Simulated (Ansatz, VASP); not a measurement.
# Cross-check of Sn32HO64 (interstitial H+ in rutile SnO2) between VASP and Ansatz

Aim: how closely do two programs agree when they are given the same cell, functional and k mesh? The structure shown is the end of the Ansatz relaxation below.

Program: Ansatz 0.2.0. Level of theory: plane waves, with VASP 6.6.1 beside it; single point at PBE. Results are calculated unless marked as measured.

### Step 1. The starting structure

The cell holds 97 atoms: 32 Sn, 64 O and 1 H. Its edges and angles: a = 11.625 Å, b = 11.625 Å, c = 13.653 Å, α = 54.0°, β = 54.0°, γ = 71.9°. It derives from SnO2 (SnO2 (P4_2/mnm)). Nearest the centre at fractional (0.278, 0.472, 0.699): H97 at 0.29 Å, O44 at 0.75 Å, O42 at 2.36 Å, O63 at 2.36 Å, O89 at 2.36 Å, Sn6 at 2.41 Å, Sn29 at 2.42 Å, Sn15 at 2.49 Å. The cell carries charge +1.

### Step 2. Ansatz: relaxation, PBE

Ansatz runs on its default PAW (the set named soft_2) files.

This run makes the geometry at which the two programs are then compared.

input.yaml reads:

```yaml
relax:
  f_tol: 0.01
  max_steps: 80
  random_displacement: { amplitude: 0.02, seed: 544 }
crystal:
  lattice:
    - [0.0, 9.65382872, 6.47657153]
    - [9.65382872, 0.0, 6.47657153]
    - [9.65382872, 9.65382872, 0.0]
  atoms:
    - { symbol: Sn, position: [0.0, 0.0, 0.0] }
    - { symbol: Sn, position: [0.25, 0.25, 0.25] }
    - { symbol: Sn, position: [0.125, 0.125, 0.125] }
    - { symbol: Sn, position: [0.375, 0.375, 0.375] }
[... 1 atom line left out ...]
    - { symbol: O, position: [0.25, 0.25, 0.403285418] }
[... 1 atom line left out ...]
    - { symbol: O, position: [0.278285418, 0.471714582, 0.125] }
    - { symbol: O, position: [0.0, 0.0, 0.346714582] }
    - { symbol: O, position: [0.25, 0.25, 0.096714582] }
[... 1 atom line left out ...]
    - { symbol: O, position: [0.471714582, 0.278285418, 0.125] }
    - { symbol: Sn, position: [0.0, 0.0, 0.5] }
    - { symbol: Sn, position: [0.25, 0.25, 0.75] }
    - { symbol: Sn, position: [0.125, 0.125, 0.625] }
[... 7 atom lines left out ...]
    - { symbol: O, position: [0.221714582, 0.028285418, 0.875] }
    - { symbol: O, position: [0.471714582, 0.278285418, 0.625] }
[... 1 atom line left out ...]
    - { symbol: Sn, position: [0.25, 0.75, 0.25] }
[... 2 atom lines left out ...]
    - { symbol: O, position: [0.0, 0.5, 0.153285418] }
[... 1 atom line left out ...]
    - { symbol: O, position: [0.028285418, 0.721714582, 0.375] }
[... 1 atom line left out ...]
    - { symbol: O, position: [0.0, 0.5, 0.346714582] }
[... 4 atom lines left out ...]
    - { symbol: Sn, position: [0.25, 0.75, 0.75] }
[... 3 atom lines left out ...]
    - { symbol: O, position: [0.25, 0.75, 0.903285418] }
    - { symbol: O, position: [0.028285418, 0.721714582, 0.875] }
    - { symbol: O, position: [0.278285418, 0.971714582, 0.625] }
[... 1 atom line left out ...]
    - { symbol: O, position: [0.25, 0.75, 0.596714582] }
    - { symbol: O, position: [0.221714582, 0.528285418, 0.875] }
    - { symbol: O, position: [0.471714582, 0.778285418, 0.625] }
    - { symbol: Sn, position: [0.5, 0.0, 0.0] }
    - { symbol: Sn, position: [0.75, 0.25, 0.25] }
[... 4 atom lines left out ...]
    - { symbol: O, position: [0.528285418, 0.221714582, 0.375] }
[... 1 atom line left out ...]
    - { symbol: O, position: [0.5, 0.0, 0.346714582] }
[... 1 atom line left out ...]
    - { symbol: O, position: [0.721714582, 0.028285418, 0.375] }
[... 1 atom line left out ...]
    - { symbol: Sn, position: [0.5, 0.0, 0.5] }
    - { symbol: Sn, position: [0.75, 0.25, 0.75] }
    - { symbol: Sn, position: [0.625, 0.125, 0.625] }
    - { symbol: Sn, position: [0.875, 0.375, 0.875] }
[... 7 atom lines left out ...]
    - { symbol: O, position: [0.971714582, 0.278285418, 0.625] }
[... 2 atom lines left out ...]
    - { symbol: Sn, position: [0.625, 0.625, 0.125] }
[... 1 atom line left out ...]
    - { symbol: O, position: [0.5, 0.5, 0.153285418] }
    - { symbol: O, position: [0.75, 0.75, 0.403285418] }
[... 3 atom lines left out ...]
    - { symbol: O, position: [0.75, 0.75, 0.096714582] }
    - { symbol: O, position: [0.721714582, 0.528285418, 0.375] }
[... 1 atom line left out ...]
    - { symbol: Sn, position: [0.5, 0.5, 0.5] }
[... 1 atom line left out ...]
    - { symbol: Sn, position: [0.625, 0.625, 0.625] }
[... 1 atom line left out ...]
    - { symbol: O, position: [0.5, 0.5, 0.653285418] }
[... 3 atom lines left out ...]
    - { symbol: O, position: [0.5, 0.5, 0.846714582] }
[... 2 atom lines left out ...]
    - { symbol: O, position: [0.971714582, 0.778285418, 0.625] }
    - { symbol: H, position: [0.278285418, 0.471714582, 0.698875] }
total_charge: 1
basis:
  ecutwfc: 420
  xc_grid: 2
hamiltonian:
  xc: pbe
kpoints:
  mp_grid: { grid: [1, 1, 1], shift: [0.25, 0.25, 0.25] }
scf:
  occupations: { method: fermi_dirac, width: 0.01 }
  max_iter: 120
output:
  forces: true
checkpoint:
  write: "../relax.run"
  compress: false
  write_wavefunctions: true
  write_every: 100000
```

Run with:

```
> ansatz run input.yaml --threads 32 --pin off --max-ram 84787MiB --backend cuda --events-out ev --progress --plain --runs-dir out --max-vram 78GiB
```

Numbers of over 12 decimals in the logs are rounded to 6 here.

The program printed:

```text
Engine: ansatz 0.2.0, aarch64-unknown-linux-gnu
[...]
Pseudopotential: Sn, paw, valence charge 14, recommended cutoff 420 eV (normal), Sn.paw.azcp
Pseudopotential: O, paw, valence charge 6, recommended cutoff 420 eV (normal), O.paw.azcp
Pseudopotential: H, paw, valence charge 1, recommended cutoff 420 eV (normal), H.paw.azcp
Functional definition: PBE
[...]
Crystal: 97 atoms, lattice volume = 1207.186 Å³
Basis set: ecut = 420 eV, 23633 PW (Γ), exchange–correlation on 160×160×192 points (8 copies of the dense FFT grid, shifted against one another)
Bands: 513, of which v1, the nominal top of the filled ones, is band 416 counted from 1 (415 counted from 0)
[...]
k-points: 1
[...]
Functional: x = pbe(κ = 0.804, μ = 0.219515), c = pbe(β = 0.066725)
SCF iter   1: F=—  HF=-229111.896498 eV  |Δ(HF+E_count)|=         —  Δρ=3.12e-3  dr2=8.02e-2  Hψ=1871
[...]
SCF iter   2: F=—  HF=-229113.362043 eV  |Δ(HF+E_count)|=   2.75e-4  Δρ=1.98e-6  dr2=4.43e-8  Hψ=1895
SCF iter   3: F=-229113.362043 eV  HF=-229113.362043 eV  |Δ(HF+E_count)|=   1.82e-8  Δρ=1.10e-6  dr2=1.53e-8  Hψ=1305
SCF 9 converged in 3 iterations: F = -229113.362043 eV  dr2 = 1.53e-8
relax step   9: F+E_penalty+E_count = -229113.36204310 eV  Δ(F+E_penalty+E_count) = -3.623e-8 eV  max|allowed force component| = 2.292e-3 eV/Å  Δτ_max = 0.0000 Å  (3 SCF iters, accepted)
[...]
SCF converged after 3 iterations
Free energy (F): -229113.362043 eV
[...]
Fermi energy:    9.331790 eV
--- Per-component energies (eV) ---
[...]
--- Forces (eV/Å), atoms counted from 1 ---
[...]
--- Band table (eV) ---
[...]
--- Relaxed structure (9 steps of the walk, 9 accepted, 0 SCFs on fresh bases) ---
[...]
```

Reading the cycles: dr2 is the Hartree energy of the density residual (eV), the measure of convergence; HF is the Harris–Foulkes estimate of the energy, which meets the free energy F at convergence.

### Step 3. VASP: single point, PBE

The same cell, functional, mesh and smearing now go to VASP, with its own data sets.

Lines of VASP's logs that name or quote its potential files are left out, and so is its time.

INCAR reads:

```
SYSTEM = Sn32HO64
PREC = Accurate
ENCUT = 520
EDIFF = 1E-06
NELM = 120
ISMEAR = -1
SIGMA = 0.01
LREAL = Auto
ALGO = Normal
GGA = PE
NELECT = 832
NBANDS = 488
LORBIT = 11
LWAVE = .FALSE.
LCHARG = .FALSE.
ISIF = 2
ISYM = 0
LASPH = .TRUE.
GGA_COMPAT = .FALSE.
EFERMI = MIDGAP
NCORE = 2
```

POSCAR reads:

```
Sn32HO64
1.0
    0.0000000000      9.6538287200      6.4765715300
    9.6538287200      0.0000000000      6.4765715300
    9.6538287200      9.6538287200      0.0000000000
Sn O H
32 64 1
Direct
    0.9986100000      0.9988800000      0.0012900000
    0.2517000000      0.2489400000      0.2505500000
    0.1250600000      0.1246000000      0.1249300000
    0.3754900000      0.3747700000      0.3747500000
[... 1 atom line left out ...]
    0.2518600000      0.2385500000      0.7550100000
[... 1 atom line left out ...]
    0.3788100000      0.3714500000      0.8785800000
    0.9999900000      0.5000700000      0.9989700000
    0.2501100000      0.7497600000      0.2487200000
[... 1 atom line left out ...]
    0.3755600000      0.8744000000      0.3747500000
    0.0005000000      0.5001600000      0.4983400000
    0.2501900000      0.7502500000      0.7487700000
    0.1134800000      0.6368100000      0.6213000000
[... 7 atom lines left out ...]
    0.6253100000      0.1249600000      0.6245800000
    0.8758900000      0.3747000000      0.8744300000
[... 1 atom line left out ...]
    0.7513900000      0.7516700000      0.2485200000
[... 2 atom lines left out ...]
    0.5117600000      0.4984200000      0.4951900000
[... 1 atom line left out ...]
    0.6256900000      0.6252200000      0.6243200000
[... 1 atom line left out ...]
    0.0008500000      0.9990500000      0.1533200000
[... 4 atom lines left out ...]
    0.2489800000      0.2502000000      0.0973900000
[... 3 atom lines left out ...]
    0.2533200000      0.2488100000      0.9018200000
    0.0307700000      0.2208700000      0.8755200000
    0.2750400000      0.4754500000      0.6438900000
[... 1 atom line left out ...]
    0.2485700000      0.2542100000      0.5975500000
    0.2205800000      0.0223700000      0.8772000000
    0.4700600000      0.2802000000      0.6230400000
    0.0043700000      0.4980100000      0.1507300000
    0.2516000000      0.7466200000      0.4036900000
[... 4 atom lines left out ...]
    0.2221600000      0.5280900000      0.3743900000
[... 1 atom line left out ...]
    0.0035800000      0.4987900000      0.6516200000
[... 1 atom line left out ...]
    0.0292700000      0.7209900000      0.8751100000
[... 1 atom line left out ...]
    0.9992800000      0.5038400000      0.8434000000
    0.2463000000      0.7511200000      0.5962500000
    0.2243600000      0.5258400000      0.8630200000
    0.4713800000      0.7779100000      0.6232800000
[... 7 atom lines left out ...]
    0.9723400000      0.2788700000      0.1222900000
[... 2 atom lines left out ...]
    0.5301100000      0.2201600000      0.8761600000
[... 1 atom line left out ...]
    0.4977600000      0.0017200000      0.8461900000
    0.7485200000      0.2524500000      0.5954500000
[... 3 atom lines left out ...]
    0.7512400000      0.7495100000      0.4029200000
    0.5294100000      0.7195200000      0.3769000000
[... 1 atom line left out ...]
    0.4959400000      0.5016400000      0.3502100000
[... 1 atom line left out ...]
    0.7279300000      0.5296900000      0.3699500000
[... 1 atom line left out ...]
    0.5015400000      0.4969800000      0.6536800000
[... 3 atom lines left out ...]
    0.5000900000      0.5012300000      0.8463300000
[... 2 atom lines left out ...]
    0.9660400000      0.7842300000      0.6229400000
    0.2669200000      0.4833100000      0.7165100000
```

KPOINTS reads:

```
Points of the shifted mesh
1
Reciprocal
 0.2500000000  0.2500000000  0.2500000000 1
```

The projector-augmented-wave data sets are Sn_d, O and H (PBE family, release 64).

Run with:

```
> mpirun -np 8 vasp_std
```

The program printed:

```text
[banner, memory and clock lines left out]
running    8 mpi-ranks, on    1 nodes
[...]
LDA part: xc-table for (Slater+PW92), standard interpolation
 POSCAR, INCAR and KPOINTS ok, starting setup
[...]
entering main loop
       N       E                     dE             d eps       ncg     rms          rms(c)
DAV:   1     0.188311408000E+05    0.18831E+05   -0.30907E+05   976   0.269E+03
DAV:   2     0.402764494682E+04   -0.14803E+05   -0.14219E+05   976   0.850E+02
DAV:   3    -0.126819399018E+03   -0.41545E+04   -0.39305E+04  1032   0.348E+02
DAV:   4    -0.674378155075E+03   -0.54756E+03   -0.53381E+03  1120   0.133E+02
DAV:   5    -0.703412440807E+03   -0.29034E+02   -0.28618E+02  1152   0.297E+01BRMIX: very serious problems
 the old and the new charge density differ
 old charge density:   833.00000 new  832.00000
    0.612E+01
DAV:   6    -0.604764611850E+03    0.98648E+02   -0.37538E+02  1496   0.724E+01    0.217E+01
DAV:   7    -0.607632106775E+03   -0.28675E+01   -0.43672E+01  1064   0.991E+00    0.133E+01
DAV:   8    -0.607531564382E+03    0.10054E+00   -0.66949E+00  1328   0.679E+00    0.380E+00
DAV:   9    -0.607167492923E+03    0.36407E+00   -0.23610E+00  1368   0.525E+00    0.748E-01
[...]
DAV:  15    -0.607185903910E+03    0.66911E-06   -0.50014E-05  1328   0.239E-02    0.124E-02
DAV:  16    -0.607185900281E+03    0.36294E-05   -0.14930E-05  1208   0.114E-02    0.520E-03
DAV:  17    -0.607185901041E+03   -0.75989E-06   -0.40328E-06   712   0.558E-03
   1 F= -.60718590E+03 E0= -.60718590E+03  d E =0.000000E+00
```

OUTCAR, selected parts (step 3):

```text
  Total       -7.2886256     -3.3980234     -4.5542574     -4.6985824     -0.8475279     -0.7088487
  in kB       -9.6734610     -4.5098553     -6.0444086     -6.2359566     -1.1248387     -0.9407837
  external PRESSURE =      -6.7425750 kB  Pullay stress =       0.0000000 kB

 POSITION                                       TOTAL-FORCE (eV/Angst)
 -----------------------------------------------------------------------------------
      9.65547      9.65286     12.93689        -0.005233      0.005352      0.001236
      4.82199      4.84864      3.24243         0.002663     -0.001551     -0.001378
      2.40892      2.41336      1.61694         0.002406      0.004418     -0.002702
      7.23574      7.24269      4.85911        -0.006918      0.000410      0.000222
      4.85481     14.45342      6.49406        -0.002883      0.001466     -0.009578
      9.59166      9.72015      3.17618         0.008837     -0.012764      0.010063
      7.24510      7.24645      1.61850         0.005186      0.004667      0.000549
     12.06758     12.13863      4.85911         0.007311     -0.004531      0.002906
     14.47148     19.29762      9.71525         0.008627      0.004421     -0.002279
      9.63915      4.81562      6.47573        -0.004562     -0.002235     -0.005029
      7.22415      2.41577      4.85924         0.000887      0.005492     -0.004384
     12.05908      7.24336      8.09546        -0.007355      0.000256      0.003143
      9.63935      4.81572      3.24256         0.000573      0.001062      0.000741
     14.47128      9.64379      6.47942         0.001409     -0.000765     -0.003315
[...]
-----------------------------------------------------------------------------------
    total drift:                               -0.013931      0.032697     -0.022169

  FREE ENERGIE OF THE ION-ELECTRON SYSTEM (eV)
  ---------------------------------------------------
  free  energy   TOTEN  =      -607.1859010410 eV

  energy  without entropy=     -607.1859010410  energy(sigma->0) =     -607.18590104

[... 3 further parts left out ...]
[key lines of the parts left out:]
E-fermi :   6.1126
```

The run ends at a pressure of -0.67 GPa, with forces up to 0.10 eV/Å.

### Step 4. Side by side

Known differences besides the potentials themselves: the cutoff is 420 eV in Ansatz and 520 eV in VASP (PREC = Accurate, projectors in real space). Total energies have different zeros and are not compared.

Both answers:

| quantity | Ansatz | VASP | difference |
| --- | --- | --- | --- |
| gap on the k mesh (eV) | 1.261 | 1.250 | +0.011 |

A gap on the mesh is an upper bound, since the band edges may lie between its points. The cell carries a charge of +1 e against a uniform background, so its pressure also hangs on how the neutralising background is counted, and in a defect's cell a gap may be the spacing between its levels.

### Step 5. What came out

| Item | Value |
| --- | --- |
| difference in gap on the k mesh (single point, PBE) | 0.011 eV |

What this shows: The difference in gap on the k mesh is 0.011 eV (single point, PBE), within the 0.08 eV picked in this series as the mark of a large difference. How closely two codes agree says nothing of how well the functional describes the real material.

[Lines on the potential files, build, host, timing and source positions are cut from VASP's logs without a mark.]

[Logs are printed without paths, hosts, clocks, repeated set-up lines and the standing remarks that a program may print on its own settings, such as how far it seeks lower states.]

[Hosts, paths, dates, database ids (printed as entryN), source tags and the programs' standing remarks are cut or masked in the printed files.]
